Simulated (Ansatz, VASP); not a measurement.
## TiC: VASP beside Ansatz

```xyz
2
Lattice="0.0000 2.1657 2.1657 2.1657 0.0000 2.1657 2.1657 2.1657 0.0000" Properties=species:S:1:pos:R:3 pbc="T T T"
Ti    0.0000    0.0000    0.0000
C     2.1657    2.1657    2.1657
```

The cell is a database's computed one.

Alike in both runs: task single point; functional PBE; k mesh 11 × 11 × 11; occupations gaussian, width 0.016 eV; no spin polarisation.

|  | VASP | Ansatz |
| --- | --- | --- |
| version | VASP 6.6.1 | Ansatz 0.2.0 |
| potentials or method | VASP PAW PBE potentials, release 64 (Ti_sv, C) | Ansatz PAW |
| plane-wave cutoff (eV) | 520 | 420 |
| valence electrons in the cell | 16 | 16 |

|  | VASP | Ansatz | Ansatz less VASP |
| --- | --- | --- | --- |
| gap on the k mesh at the Fermi level (eV) | none | none | - |
| pressure (GPa) | 0.5 | 0.3 | -0.22 |

A gap of «none» marks a metal or a gap that the smearing closes. With one functional, cell and mesh, what is left measures potentials, basis and numerics.
